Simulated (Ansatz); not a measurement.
The calculation used DFT PBE, scalar-relativistic, plane waves, PAW (Ansatz 0.2.0). Settings: cutoff 420 eV, Γ-centred meshes spaced at most about 0.3 Å⁻¹, and about 0.25 Å⁻¹ or finer for metals (2π included), Gaussian smearing. No spin polarisation.

Each guess is relaxed in cell and atoms at zero pressure, on a coarse mesh first where it starts far from rest and then on a converged one. The steps can't lower the symmetry of the start, but it can rise. Energies are static (0 K, no zero-point motion).

Two unrelaxed guesses for BeH4:

Guess 1.

```
CELL_PARAMETERS angstrom
3.22938 0.00000 0.00000
0.00000 3.22938 0.00000
0.00000 0.00000 4.37840
ATOMIC_POSITIONS crystal
Be 0.50000 0.50000 0.50000
H 0.00000 0.50000 0.68796
H 0.50000 0.00000 0.68796
H 0.00000 0.50000 0.31204
H 0.50000 0.00000 0.31204
```

Guess 2.

```
CELL_PARAMETERS angstrom
3.98177 0.00000 0.00000
0.00000 3.98177 0.00000
0.00000 0.00000 4.34750
ATOMIC_POSITIONS crystal
Be 0.50000 0.50000 0.50000
Be 0.00000 0.00000 0.00000
H 0.76813 0.35236 0.84217
H 0.85236 0.26813 0.34217
H 0.14764 0.73187 0.34217
H 0.64764 0.76813 0.15783
H 0.26813 0.14764 0.65783
H 0.73187 0.85236 0.65783
H 0.23187 0.64764 0.84217
H 0.35236 0.23187 0.15783
```

**Question.** Where do they end, and which end is lower?

**Answer.** Guess 1 ends lower, by 36 meV/atom. Guess 1: P4/mmm at 9.1 Å³/atom → P4/mmm at 6.1 Å³/atom; Guess 2: P-42_1c at 6.9 Å³/atom → Im-3m at 4.9 Å³/atom. Counting H atoms around Be (those within 1.25 times the shortest such distance or 1.15 times the sum of covalent radii), the end of guess 1 and the end of guess 2 both have Be 8. End of guess 1. Conventional cell: a = 2.506 Å, c = 4.884 Å. Be is surrounded by 8 H at 1.57 Å; H is surrounded by 2 Be at 1.57 Å, 4 H at 1.77 Å and 1 H at 1.90 Å. End of guess 2. Conventional cell: a = 3.658 Å. Be is surrounded by 8 H at 1.58 Å; H has 2 Be at 1.58 Å and 6 H at 1.83 Å.

Ends held by symmetry can be saddle points. Even the lowest of the cells shown lies +0.54 eV/atom against the elements. No dispersion correction is applied, so the spacing and binding between layers, chains or molecules are poorly described (P4/mmm), and this can change margins and order among such cells. With hydrogen, zero-point motion can shift such differences by 10 meV/atom or more. Some types were kept out of the candidates beforehand, so the set may lack a known form.
